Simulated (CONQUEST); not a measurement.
Runs of CONQUEST 1.3 on ZnS (Wurtzite-4H). It takes space group P6_3mc (No. 186, hexagonal). Conventional cell: a = 3.823 Å, b = 3.823 Å, c = 12.520 Å, α = 90.00°, β = 90.00°, γ = 120.00°. Zn (site symmetry 3m) is surrounded by 4 S at 2.34 to 2.35 Å. Around Zn (site symmetry 3m) lie 4 S at 2.34 to 2.35 Å. Around S (site symmetry 3m) lie 4 Zn at 2.34 to 2.35 Å. S (site symmetry 3m) has 4 Zn at 2.34 to 2.35 Å as nearest neighbours. 

| task | level | potentials or basis | k mesh | gap on the mesh (eV) | pressure (GPa) | largest force (eV/Å) |
| --- | --- | --- | --- | --- | --- | --- |
| single point | PBE | PseudoDojo NC PBE, SZP, grid cutoff 120 Ha | 6 × 4 × 2 | 2.50 | 4.7 | 0.11 |
| single point | PBE | PseudoDojo NC PBE, DZ, grid cutoff 120 Ha | 5 × 3 × 2 | 2.12 | 6.2 | 0.12 |
| single point | PBE | PseudoDojo NC PBE, SZP, grid cutoff 120 Ha | 5 × 3 × 2 | 2.50 | 4.7 | 0.11 |
| single point | PBE | PseudoDojo NC PBE, SZP, grid cutoff 120 Ha | 4 × 3 × 2 | 2.50 | (a) | 0.12 |
| single point | PBE | PseudoDojo NC PBE, DZP, grid cutoff 120 Ha | 5 × 3 × 2 | 2.35 | 3.8 | 0.12 |
| single point | PBE | PseudoDojo NC PBE, SZ, grid cutoff 120 Ha | 5 × 3 × 2 | 1.58 | (b) | 0.12 |
| single point | PBE | PseudoDojo NC PBE, SZP, grid cutoff 120 Ha | 7 × 4 × 3 | 2.50 | 4.7 | 0.11 |
| single point | PBE | PseudoDojo NC PBE, SZP, grid cutoff 120 Ha | 9 × 5 × 3 | 2.50 | 4.7 | 0.11 |

Alike in all rows: no spin polarisation; cell as given; smearing fermi-dirac 0.05 eV.

Question: Estimate the missing entries.

Answer: (a) 4.8; (b) 13.2.

Caveats: the basis of atomic orbitals isn't converged, which shifts pressures, moduli and gaps; the atomic basis is small (some runs); the box holds several primitive cells, so bands are folded and the points are those of the box's own zone (some runs); an odd mesh through Γ misses points on the zone boundary, where band edges often lie (some runs).
